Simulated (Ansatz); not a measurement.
# Moving the pressure in FeNi3

The cell as given:

```
CELL_PARAMETERS angstrom
3.54500 0.00000 0.00000
0.00000 3.54500 0.00000
0.00000 0.00000 3.54500
ATOMIC_POSITIONS crystal
Ni 0.50000 0.50000 0.00000
Ni 0.50000 0.00000 0.50000
Ni 0.00000 0.50000 0.50000
Fe 0.00000 0.00000 0.00000
```

Kept alike: task relaxation of cell and atoms; functional PBEsol; k mesh 8 × 8 × 8; occupations fermi-dirac, width 0.05 eV; collinear spin, ferromagnetic start. Program: Ansatz, Ansatz PAW, cutoff 420 eV. The mesh is that of the run's cell of 4 atoms. No spin-orbit coupling.

```csv
"pressure, P (GPa)",volume (Å³/atom),largest site moment (μB)
0,10.616,2.84
2,10.522,2.82
5,10.390,2.80
10,10.189,2.77
20,9.845,2.71
30,9.559,2.67
```

The relaxations keep at least the cell's symmetry (Pm-3m). For a metal such a mesh leaves the last digits unconverged. The runs follow the start's structure, whether or not it is the stable one at these pressures. P is the pressure aimed at, which the runs meet within some hundredths to tenths of a GPa. The runs hold the magnetic state that their start led to, which needn't be the lowest. Site moments count inside each atom's sphere or projector. All rows use potentials made for PBE.

Task: What does the pressure change here?

Result: The volume falls from 10.616 to 9.559 Å³/atom between 0 and 30 GPa. The volume falls ever more slowly, since the solid stiffens under load. At the pressures aimed at, which the runs meet within some tenths of a GPa, the step from 0 to 5 GPa gives a mean bulk modulus near 232 GPa, the last step 339 GPa. The largest site moment falls from 2.84 to 2.67 μB between 0 and 30 GPa.
